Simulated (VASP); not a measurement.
**NaF: band structure with r2SCAN**

Crystal: NaF.

```
Na F
1.0
     0.00000    2.28629    2.28629
     2.28629    0.00000    2.28629
     2.28629    2.28629    0.00000
Na F
1 1
Direct
  0.00000 0.00000 0.00000
  0.50000 0.50000 0.50000
```

The cell was built by a generator and needn't be a form met in nature.

* Program: VASP 6.6.1
* Task: band structure
* Functional: r2SCAN
* Potentials or basis: VASP PAW PBE potentials, release 64 (Na_pv, F)
* Cutoff: 520 eV
* k mesh: 10 × 10 × 10
* Occupations: gaussian, width 0.02 eV
* Spin: no spin polarisation
* Further INCAR settings: ALGO = Normal; EDIFF = 1e-07

```
Pressure                : -0.1 GPa
Band gap on the k mesh  : 7.41 eV, direct
Band gap along the path : 7.40 eV, direct
```

Levels at the corners of the path, in eV from the valence-band top:
| point | band 3 | band 4 | band 5 | band 6 | band 7 | band 8 | band 9 | band 10 | band 11 |
| --- | --- | --- | --- | --- | --- | --- | --- | --- | --- |
| Γ | -19.38 | -19.38 | 0.00 | 0.00 | 0.00 | 7.40 | 20.07 | 20.07 | 20.07 |
| X | -19.44 | -19.44 | -1.32 | -0.42 | -0.42 | 14.06 | 14.42 | 15.26 | 21.66 |
| X | -19.44 | -19.44 | -1.32 | -0.42 | -0.42 | 14.06 | 14.42 | 15.26 | 21.66 |
| W | -19.48 | -19.14 | -0.91 | -0.91 | -0.60 | 14.31 | 14.31 | 17.03 | 18.50 |
| W | -19.48 | -19.14 | -0.91 | -0.91 | -0.60 | 14.31 | 14.31 | 17.03 | 18.50 |
| K | -19.42 | -19.17 | -1.10 | -0.86 | -0.39 | 13.84 | 14.42 | 16.44 | 20.91 |
| K | -19.42 | -19.17 | -1.10 | -0.86 | -0.39 | 13.84 | 14.42 | 16.44 | 20.91 |
| Γ | -19.38 | -19.38 | 0.00 | 0.00 | 0.00 | 7.40 | 20.07 | 20.07 | 20.07 |
| Γ | -19.38 | -19.38 | 0.00 | 0.00 | 0.00 | 7.40 | 20.07 | 20.07 | 20.07 |
| L | -19.39 | -18.85 | -1.64 | -0.29 | -0.29 | 11.89 | 13.77 | 21.87 | 21.87 |
| L | -19.39 | -18.85 | -1.64 | -0.29 | -0.29 | 11.89 | 13.77 | 21.87 | 21.87 |
| U | -19.42 | -19.17 | -1.10 | -0.86 | -0.39 | 13.84 | 14.42 | 16.44 | 20.91 |
| U | -19.42 | -19.17 | -1.10 | -0.86 | -0.39 | 13.84 | 14.42 | 16.44 | 20.91 |
| W | -19.48 | -19.14 | -0.91 | -0.91 | -0.60 | 14.31 | 14.31 | 17.03 | 18.50 |
| W | -19.48 | -19.14 | -0.91 | -0.91 | -0.60 | 14.31 | 14.31 | 17.03 | 18.50 |
| L | -19.39 | -18.85 | -1.64 | -0.29 | -0.29 | 11.89 | 13.77 | 21.87 | 21.87 |
| L | -19.39 | -18.85 | -1.64 | -0.29 | -0.29 | 11.89 | 13.77 | 21.87 | 21.87 |
| K | -19.42 | -19.17 | -1.10 | -0.86 | -0.39 | 13.84 | 14.42 | 16.44 | 20.91 |
| U | -19.42 | -19.17 | -1.10 | -0.86 | -0.39 | 13.84 | 14.42 | 16.44 | 20.91 |
| X | -19.44 | -19.44 | -1.32 | -0.42 | -0.42 | 14.06 | 14.42 | 15.26 | 21.66 |

Wall time 58 s on 1 thread of Intel(R) Xeon(R) Platinum 8488C (Sapphire Rapids) (shared host), peak memory 0.15 GiB.

Caveat: the PAW data sets were made with another functional, which shifts forces and pressure a little. r2SCAN opens gaps a little over a GGA but as a rule still falls short of measured ones.
